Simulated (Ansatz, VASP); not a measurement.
## In in VASP and in Ansatz

```
In
1.0
    -1.89054    1.89054    1.89054
     1.89054   -1.89054    1.89054
     1.89054    1.89054   -1.89054
In
1
Cartesian
  0.0000 0.0000 0.0000
```

Alike in both runs: task single point; functional PBE; k mesh 16 × 16 × 16; occupations gaussian, width 0.1 eV; no spin polarisation.

```csv
,VASP,Ansatz
version,VASP 6.6.1,Ansatz 0.2.0
potentials or method,"VASP PAW PBE potentials, release 64 (In_d)","scalar-relativistic, plane waves, PAW"
plane-wave cutoff (eV),520,420
valence electrons in the cell,13,13
```

|  | VASP | Ansatz | Ansatz less VASP |
| --- | --- | --- | --- |
| gap on the k mesh at the Fermi level (eV) | none | none | - |
| pressure (GPa) | 1.1 | 1.1 | +0.08 |

A gap of «none» marks a metal or a gap that the smearing closes. With one functional, cell and mesh, what is left measures potentials, basis and numerics.
